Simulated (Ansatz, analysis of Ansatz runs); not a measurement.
## Reproducing a measured charge-transition level: Fe on the octahedral Ga site in beta-Ga2O3

How near does this set-up come to the measured charge-transition level? Subject: Fe on the octahedral Ga site in beta-Ga2O3. Set-up: PBEsol, 120-site cell, PBEsol lattice, 420 eV, k: the single point 1/4 1/4 1/4 then 2x2x2 shifted 0.5 0.5 0.5. The model is a cell of 120 host atoms with 1 Ga taken out and 1 Fe put in. The level is the Fermi energy at which two charge states have equal formation energy, after a correction for the images of the charge. A local or semilocal functional is the cheapest first rung.

**The experiment.** (0/-1) level below the conduction-band bottom: 0.78 eV, by DLTS (with SIMS correlation to Fe) (“Iron and intrinsic deep level states in Ga2O3”, 2018, Ingebrigtsen et al.). (0/-1) level below the conduction-band bottom: 0.83 eV, by EPR isothermal decay of photoinduced Fe2+ (300.5-315 K), general-order kinetics (“Point Defects in Lithium Gallate and Gallium Oxide”, 2019, C. A. Lenyk). The runs below try to reproduce this.

Program: Ansatz 0.2.0. Level of theory: plane-wave PAW DFT, PBEsol; relaxation of all atoms of a defect supercell. Results are calculated unless marked as measured.

Report form: the programs' logs are mostly left out.

## 1. Starting point

The cell holds 120 atoms: 47 Ga, 72 O and 1 Fe. Cell: a = 12.277 Å, b = 9.142 Å, c = 11.621 Å, α = 90.0°, β = 103.7°, γ = 90.0°. It derives from Ga2O3 (space group C2/m). Nearest the centre at fractional (0.341, 0.333, 0.343): Fe47 at 0.00 Å, O60 at 1.94 Å, O11 at 1.95 Å, O51 at 1.95 Å, O53 at 2.02 Å, O15 at 2.08 Å, O55 at 2.08 Å, Ga7 at 3.05 Å.

The host's primitive cell comes from a first run (plane-wave PAW DFT, PBEsol; relaxation of the host's cell and atoms): vectors of 6.325, 6.325 and 5.811 Å. That is 10.56 Å³ an atom, 1.1 % over the diffraction cell's volume. The supercell is built on it.

## 2. Relaxation, charge 0

Every later number rests on the structure around the defect, so the atoms are relaxed at the host's lattice first.

Contents of relax0/input.yaml:

```yaml
relax:
  f_tol: 0.02
  max_steps: 80
  random_displacement: { amplitude: 0.05, seed: 937 }
crystal:
  lattice:
    - [12.27743979, 0.0, 0.0161443]
    - [0.0, 9.14207625, 0.0]
    - [-2.77149217, 0.0, 11.28574541]
  atoms:
    - { symbol: Ga, position: [0.090486366, 0.0, 0.397638897] }
    - { symbol: Ga, position: [0.590486366, 0.166666667, 0.397638897] }
    - { symbol: Ga, position: [0.409513634, 0.166666667, 0.102361103] }
[... 1 atom line left out ...]
    - { symbol: Ga, position: [0.158763224, 0.166666667, 0.157228422] }
[... 1 atom line left out ...]
    - { symbol: Ga, position: [0.341236776, 0.0, 0.342771578] }
[... 1 atom line left out ...]
    - { symbol: O, position: [0.165243861, 0.0, 0.054768664] }
[... 1 atom line left out ...]
    - { symbol: O, position: [0.334756139, 0.166666667, 0.445231336] }
[... 1 atom line left out ...]
    - { symbol: O, position: [0.173233547, 0.0, 0.281383891] }
    - { symbol: O, position: [0.673233547, 0.166666667, 0.281383891] }
    - { symbol: O, position: [0.326766453, 0.166666667, 0.218616109] }
[... 1 atom line left out ...]
    - { symbol: O, position: [0.496269856, 0.0, 0.127983366] }
    - { symbol: O, position: [0.996269856, 0.166666667, 0.127983366] }
    - { symbol: O, position: [0.003730144, 0.166666667, 0.372016634] }
    - { symbol: O, position: [0.503730144, 0.0, 0.372016634] }
[... 2 atom lines left out ...]
    - { symbol: Ga, position: [0.409513634, 0.166666667, 0.602361103] }
[... 6 atom lines left out ...]
    - { symbol: O, position: [0.665243861, 0.166666667, 0.554768664] }
[... 4 atom lines left out ...]
    - { symbol: O, position: [0.326766453, 0.166666667, 0.718616109] }
[... 1 atom line left out ...]
    - { symbol: O, position: [0.496269856, 0.0, 0.627983366] }
[... 3 atom lines left out ...]
    - { symbol: Ga, position: [0.090486366, 0.333333333, 0.397638897] }
    - { symbol: Ga, position: [0.590486366, 0.5, 0.397638897] }
    - { symbol: Ga, position: [0.409513634, 0.5, 0.102361103] }
[... 1 atom line left out ...]
    - { symbol: Ga, position: [0.158763224, 0.5, 0.157228422] }
[... 1 atom line left out ...]
    - { symbol: Fe, position: [0.341236776, 0.333333333, 0.342771578], spin: 5.0 }
[... 1 atom line left out ...]
    - { symbol: O, position: [0.165243861, 0.333333333, 0.054768664] }
[... 1 atom line left out ...]
    - { symbol: O, position: [0.334756139, 0.5, 0.445231336] }
[... 1 atom line left out ...]
    - { symbol: O, position: [0.173233547, 0.333333333, 0.281383891] }
    - { symbol: O, position: [0.673233547, 0.5, 0.281383891] }
    - { symbol: O, position: [0.326766453, 0.5, 0.218616109] }
[... 1 atom line left out ...]
    - { symbol: O, position: [0.496269856, 0.333333333, 0.127983366] }
    - { symbol: O, position: [0.996269856, 0.5, 0.127983366] }
    - { symbol: O, position: [0.003730144, 0.5, 0.372016634] }
    - { symbol: O, position: [0.503730144, 0.333333333, 0.372016634] }
[... 2 atom lines left out ...]
    - { symbol: Ga, position: [0.409513634, 0.5, 0.602361103] }
[... 2 atom lines left out ...]
    - { symbol: Ga, position: [0.658763224, 0.333333333, 0.657228422] }
[... 2 atom lines left out ...]
    - { symbol: O, position: [0.165243861, 0.333333333, 0.554768664] }
    - { symbol: O, position: [0.665243861, 0.5, 0.554768664] }
[... 4 atom lines left out ...]
    - { symbol: O, position: [0.326766453, 0.5, 0.718616109] }
[... 1 atom line left out ...]
    - { symbol: O, position: [0.496269856, 0.333333333, 0.627983366] }
[... 3 atom lines left out ...]
    - { symbol: Ga, position: [0.090486366, 0.666666667, 0.397638897] }
[... 5 atom lines left out ...]
    - { symbol: Ga, position: [0.341236776, 0.666666667, 0.342771578] }
[... 1 atom line left out ...]
    - { symbol: O, position: [0.165243861, 0.666666667, 0.054768664] }
[... 3 atom lines left out ...]
    - { symbol: O, position: [0.173233547, 0.666666667, 0.281383891] }
[... 3 atom lines left out ...]
    - { symbol: O, position: [0.496269856, 0.666666667, 0.127983366] }
[... 2 atom lines left out ...]
    - { symbol: O, position: [0.503730144, 0.666666667, 0.372016634] }
[... 16 atom lines left out ...]
    - { symbol: O, position: [0.496269856, 0.666666667, 0.627983366] }
[... 2 atom lines left out ...]
    - { symbol: O, position: [0.503730144, 0.666666667, 0.872016634] }
  host:
    repeats: [1, 3, 2]
    atoms:
      - { symbol: Ga, position: [0.090486366, 0.0, 0.795277793] }
      - { symbol: Ga, position: [0.590486366, 0.5, 0.795277793] }
      # ... 18 more atoms of the perfect host
basis:
  ecutwfc: 420
  xc_grid: 2
hamiltonian:
  xc: pbesol
kpoints:
  mp_grid: { grid: [1, 1, 1], shift: [0.25, 0.25, 0.25] }
magnetization:
  spin_polarized: true
  initial_magnetization: 5
  spin_locking: { lock_magnetization: hard }
scf:
  occupations: { method: fermi_dirac, width: 0.01 }
  max_iter: 120
output:
  forces: true
  charged_corrections:
    epsilon: [4.11, 4.21, 4.22]
    static_epsilon: [11.06, 10.93, 13.6]
    defect_position: [0.341237, 0.333333, 0.342772]
checkpoint:
  write: "../relax0.run"
  compress: false
  write_wavefunctions: true
  write_every: 100000
```

Started as:

```console
$ ansatz run input.yaml --threads 8 --pin off --max-ram 14131MiB --backend cpu --events-out ev --progress --plain --runs-dir out
```

The job ended after 2.9 min (8 threads of Intel Xeon 6975P-C (Granite Rapids), shared host; peak memory 9 GiB; 21 min of CPU time).

Relaxation path:

| step | energy less that of the first step (eV) | largest force component (eV/Å) |
| --- | --- | --- |
| 1 | 0.0000 | 1.7823 |
| 2 | -1.6017 | 1.1726 |
| 3 | -2.2508 | 1.5023 |
| 4 | -2.4157 | 0.0915 |
| 5 | -2.4197 | 0.0231 |
| 6 | -2.4200 | 0.0044 |

The atoms that moved most (Å, from the sites as typed, ahead of the random displacement, the mean shift of all atoms taken out):

| atom | dx | dy | dz | length |
| --- | --- | --- | --- | --- |
| Fe47 | 0.002 | 0.000 | 0.058 | 0.058 |
| O15 | -0.006 | -0.030 | -0.010 | 0.032 |
| O55 | -0.006 | 0.029 | -0.010 | 0.031 |
| O53 | -0.024 | 0.000 | -0.016 | 0.029 |
| O51 | -0.001 | 0.022 | 0.019 | 0.029 |
| O11 | -0.001 | -0.021 | 0.019 | 0.028 |
| Ga63 | 0.004 | 0.008 | 0.022 | 0.024 |
| O60 | 0.020 | 0.000 | 0.012 | 0.023 |

Neighbours of Fe47 at the end:

| atom | distance (Å) |
| --- | --- |
| O11 | 1.941 |
| O51 | 1.941 |
| O60 | 1.953 |
| O53 | 2.068 |
| O55 | 2.144 |
| O15 | 2.145 |
| Ga87 | 3.054 |
| Ga7 | 3.054 |

This step gave:

```yaml
free_energy: -220805.4869 eV
total_moment: 5 μB
integral_of_the_absolute_spin_density: 5.058 μB
spin_contamination: 0.004646
```

## 3. Relaxation, charge −1

Contents of relax1/input.yaml:

```yaml
relax:
  f_tol: 0.02
  max_steps: 80
  random_displacement: { amplitude: 0.05, seed: 937 }
crystal:
  lattice:
    - [12.27743979, 0.0, 0.0161443]
    - [0.0, 9.14207625, 0.0]
    - [-2.77149217, 0.0, 11.28574541]
  atoms:
    - { symbol: Ga, position: [0.090486366, 0.0, 0.397638897] }
    - { symbol: Ga, position: [0.590486366, 0.166666667, 0.397638897] }
[... 2 atom lines left out ...]
    - { symbol: Ga, position: [0.158763224, 0.166666667, 0.157228422] }
[... 1 atom line left out ...]
    - { symbol: Ga, position: [0.341236776, 0.0, 0.342771578] }
[... 3 atom lines left out ...]
    - { symbol: O, position: [0.334756139, 0.166666667, 0.445231336] }
[... 3 atom lines left out ...]
    - { symbol: O, position: [0.326766453, 0.166666667, 0.218616109] }
[... 25 atom lines left out ...]
    - { symbol: Ga, position: [0.090486366, 0.333333333, 0.397638897] }
[... 3 atom lines left out ...]
    - { symbol: Ga, position: [0.158763224, 0.5, 0.157228422] }
[... 1 atom line left out ...]
    - { symbol: Fe, position: [0.341236776, 0.333333333, 0.342771578], spin: 4.0 }
[... 3 atom lines left out ...]
    - { symbol: O, position: [0.334756139, 0.5, 0.445231336] }
[... 1 atom line left out ...]
    - { symbol: O, position: [0.173233547, 0.333333333, 0.281383891] }
[... 1 atom line left out ...]
    - { symbol: O, position: [0.326766453, 0.5, 0.218616109] }
[... 4 atom lines left out ...]
    - { symbol: O, position: [0.503730144, 0.333333333, 0.372016634] }
[... 26 atom lines left out ...]
    - { symbol: Ga, position: [0.341236776, 0.666666667, 0.342771578] }
[... 32 atom lines left out ...]
    - { symbol: O, position: [0.503730144, 0.666666667, 0.872016634] }
  host:
    repeats: [1, 3, 2]
    atoms:
      - { symbol: Ga, position: [0.090486366, 0.0, 0.795277793] }
      - { symbol: Ga, position: [0.590486366, 0.5, 0.795277793] }
      # ... 18 more atoms of the perfect host
total_charge: -1
basis:
  ecutwfc: 420
  xc_grid: 2
hamiltonian:
  xc: pbesol
kpoints:
  mp_grid: { grid: [1, 1, 1], shift: [0.25, 0.25, 0.25] }
magnetization:
  spin_polarized: true
  initial_magnetization: 4
  spin_locking: { lock_magnetization: hard }
scf:
  occupations: { method: fermi_dirac, width: 0.01 }
  max_iter: 120
output:
  forces: true
  charged_corrections:
    epsilon: [4.11, 4.21, 4.22]
    static_epsilon: [11.06, 10.93, 13.6]
    defect_position: [0.341237, 0.333333, 0.342772]
checkpoint:
  write: "../relax1.run"
  compress: false
  write_wavefunctions: true
  write_every: 100000
```

It took 3.7 min on 8 threads; peak memory 9 GiB; 27 min of CPU time.

Step by step:

| step | energy less that of the first step (eV) | largest force component (eV/Å) |
| --- | --- | --- |
| 1 | 0.0000 | 2.3166 |
| 2 | -1.7010 | 1.5772 |
| 3 | -2.5758 | 0.2891 |
| 4 | -2.5913 | 0.0676 |
| 5 | -2.5916 | 0.0487 |
| 6 | -2.5921 | 0.0134 |

The atoms that moved most (Å, from the sites as typed, ahead of the random displacement, the mean shift of all atoms taken out):

| atom | dx | dy | dz | length |
| --- | --- | --- | --- | --- |
| O55 | -0.008 | 0.093 | -0.027 | 0.097 |
| O15 | -0.008 | -0.090 | -0.026 | 0.094 |
| O11 | -0.045 | -0.077 | 0.026 | 0.093 |
| O51 | -0.043 | 0.077 | 0.024 | 0.091 |
| O53 | -0.039 | 0.000 | -0.042 | 0.057 |
| O60 | 0.042 | 0.000 | 0.015 | 0.045 |
| Fe47 | 0.006 | -0.002 | 0.036 | 0.037 |
| O13 | -0.020 | -0.015 | -0.010 | 0.027 |

Neighbours of Fe47 at the end:

| atom | distance (Å) |
| --- | --- |
| O60 | 1.975 |
| O11 | 2.010 |
| O51 | 2.011 |
| O53 | 2.086 |
| O15 | 2.183 |
| O55 | 2.188 |
| Ga7 | 3.045 |
| Ga87 | 3.048 |

Read from the output:

```yaml
free_energy: -220794.9228 eV
smearing_term_ts: 0.002757 eV
total_moment: 4 μB
integral_of_the_absolute_spin_density: 4.497 μB
spin_contamination: 0.2669
```

## 4. Single point, charge 0

The relaxed structure is kept, and the final numbers are taken at the final level and k-points.

This step: plane-wave PAW DFT, PBEsol; single point of a defect supercell.

Contents of point0/input.yaml:

```yaml
crystal:
  lattice:
    - [12.27743979, 0.0, 0.0161443]
    - [0.0, 9.14207625, 0.0]
    - [-2.77149217, 0.0, 11.28574541]
  atoms:
    - { symbol: Ga, position: [0.090309564, -0.000491969, 0.397669697] }
    - { symbol: Ga, position: [0.591975417, 0.165963763, 0.397957449] }
[... 2 atom lines left out ...]
    - { symbol: Ga, position: [0.158861568, 0.166662898, 0.157328706] }
[... 1 atom line left out ...]
    - { symbol: Ga, position: [0.341216587, -0.000879208, 0.341346215] }
[... 3 atom lines left out ...]
    - { symbol: O, position: [0.334950221, 0.164077786, 0.446926493] }
[... 3 atom lines left out ...]
    - { symbol: O, position: [0.325962814, 0.16314065, 0.217769844] }
[... 25 atom lines left out ...]
    - { symbol: Ga, position: [0.089465736, 0.333059177, 0.396950367] }
[... 3 atom lines left out ...]
    - { symbol: Ga, position: [0.158858124, 0.499427024, 0.15732795] }
[... 1 atom line left out ...]
    - { symbol: Fe, position: [0.342489513, 0.333084562, 0.347979541], spin: 5.0 }
[... 3 atom lines left out ...]
    - { symbol: O, position: [0.334943823, 0.502086616, 0.446943005] }
[... 1 atom line left out ...]
    - { symbol: O, position: [0.170813453, 0.333097739, 0.2799849] }
[... 1 atom line left out ...]
    - { symbol: O, position: [0.325961139, 0.502887916, 0.217776963] }
[... 4 atom lines left out ...]
    - { symbol: O, position: [0.505504237, 0.333038393, 0.373084005] }
[... 26 atom lines left out ...]
    - { symbol: Ga, position: [0.34121586, 0.667017164, 0.341351005] }
[... 32 atom lines left out ...]
    - { symbol: O, position: [0.503487869, 0.666341009, 0.871899217] }
  host:
    repeats: [1, 3, 2]
    atoms:
      - { symbol: Ga, position: [0.090486366, 0.0, 0.795277793] }
      - { symbol: Ga, position: [0.590486366, 0.5, 0.795277793] }
      # ... 18 more atoms of the perfect host
basis:
  ecutwfc: 420
  xc_grid: 2
hamiltonian:
  xc: pbesol
kpoints:
  mp_grid: { grid: [2, 2, 2], shift: [0.5, 0.5, 0.5] }
magnetization:
  spin_polarized: true
  initial_magnetization: 5
  spin_locking: { lock_magnetization: hard }
scf:
  occupations: { method: fermi_dirac, width: 0.01 }
  max_iter: 120
output:
  forces: true
  charged_corrections:
    epsilon: [4.11, 4.21, 4.22]
    static_epsilon: [11.06, 10.93, 13.6]
    defect_position: [0.341237, 0.333333, 0.342772]
  eigenvalues: true
checkpoint:
  read: "../relax0.run"
  write: "../point0.run"
  compress: false
  write_wavefunctions: true
  write_every: 100000
```

Elapsed: 3 min, on 8 threads; peak memory 9.3 GiB; 21 min of CPU time.

This step gave:

- free energy: -220805.4717 eV
- total moment: 5 μB
- integral of the absolute spin density: 5.058 μB
- spin contamination: 0.004649

## 5. Single point, charge −1

This step: plane-wave PAW DFT, PBEsol; single point of a defect supercell.

Contents of point1/input.yaml:

```yaml
crystal:
  lattice:
    - [12.27743979, 0.0, 0.0161443]
    - [0.0, 9.14207625, 0.0]
    - [-2.77149217, 0.0, 11.28574541]
  atoms:
    - { symbol: Ga, position: [0.090733042, -0.00037622, 0.397584552] }
    - { symbol: Ga, position: [0.592176693, 0.166529997, 0.39815659] }
[... 2 atom lines left out ...]
    - { symbol: Ga, position: [0.16010108, 0.166557875, 0.158075742] }
[... 1 atom line left out ...]
    - { symbol: Ga, position: [0.341539624, -0.000182484, 0.342245456] }
[... 3 atom lines left out ...]
    - { symbol: O, position: [0.331496627, 0.158009541, 0.447611235] }
[... 3 atom lines left out ...]
    - { symbol: O, position: [0.325507679, 0.156529811, 0.216324739] }
[... 25 atom lines left out ...]
    - { symbol: Ga, position: [0.091149934, 0.333074736, 0.3964377] }
[... 3 atom lines left out ...]
    - { symbol: Ga, position: [0.160162069, 0.499550643, 0.158072082] }
[... 1 atom line left out ...]
    - { symbol: Fe, position: [0.342312716, 0.332859485, 0.346020173], spin: 4.0 }
[... 3 atom lines left out ...]
    - { symbol: O, position: [0.331660546, 0.508088989, 0.447408115] }
[... 1 atom line left out ...]
    - { symbol: O, position: [0.169117197, 0.333005238, 0.277678719] }
[... 1 atom line left out ...]
    - { symbol: O, position: [0.325462396, 0.509848374, 0.216218225] }
[... 4 atom lines left out ...]
    - { symbol: O, position: [0.507354573, 0.332999382, 0.373391307] }
[... 26 atom lines left out ...]
    - { symbol: Ga, position: [0.341549126, 0.666197531, 0.342157449] }
[... 32 atom lines left out ...]
    - { symbol: O, position: [0.50373524, 0.666539273, 0.872509379] }
  host:
    repeats: [1, 3, 2]
    atoms:
      - { symbol: Ga, position: [0.090486366, 0.0, 0.795277793] }
      - { symbol: Ga, position: [0.590486366, 0.5, 0.795277793] }
      # ... 18 more atoms of the perfect host
total_charge: -1
basis:
  ecutwfc: 420
  xc_grid: 2
hamiltonian:
  xc: pbesol
kpoints:
  mp_grid: { grid: [2, 2, 2], shift: [0.5, 0.5, 0.5] }
magnetization:
  spin_polarized: true
  initial_magnetization: 4
  spin_locking: { lock_magnetization: hard }
scf:
  occupations: { method: fermi_dirac, width: 0.01 }
  max_iter: 120
output:
  forces: true
  charged_corrections:
    epsilon: [4.11, 4.21, 4.22]
    static_epsilon: [11.06, 10.93, 13.6]
    defect_position: [0.341237, 0.333333, 0.342772]
  eigenvalues: true
checkpoint:
  read: "../relax1.run"
  write: "../point1.run"
  compress: false
  write_wavefunctions: true
  write_every: 100000
```

Elapsed: 5.1 min, on 8 threads; peak memory 9.4 GiB.

This step gave:

```yaml
free_energy: -220794.9417 eV
smearing_term_ts: 0.006684 eV
total_moment: 4 μB
integral_of_the_absolute_spin_density: 4.556 μB
spin_contamination: 0.3151
```

## 6. Charge-transition levels

A charged cell feels its images and has its own zero of potential; this step corrects both and places the level between the host's band edges.

This step: place-levels on PBEsol runs: charge-transition levels with image-charge correction and potential alignment at the atomic sites.

Contents of levels.yaml:

```yaml
host:
  run: host.point.run
states: [point0.run, point1.run]
geometry_from:
  point0.run: relax0.run
  point1.run: relax1.run
  host.point.run: host.relax.run
```

Started as:

```console
$ ansatz place-levels levels.yaml -- --threads 8 --pin off --max-ram 14131MiB
```

Elapsed: 0.2 s, on 8 threads.

Numbers from this step:

```
gap : 2.219 eV
```

## 7. Outcome

This set-up is not sound: the carrier goes into a band, and the band-filling term draws the level to the band edge, so there is no figure to set beside the measurement.

[Logs are printed without paths, hosts, clocks, repeated set-up lines and the standing remarks that a program may print on its own settings, such as how far it seeks lower states.]

[Hosts, paths, dates, database ids (printed as entryN), source tags and the programs' standing remarks are cut or masked in the printed files.]

[For some hosts the program warned that the k-mesh of the response run may be too coarse for force constants and the static dielectric constant; such warnings are not shown here.]
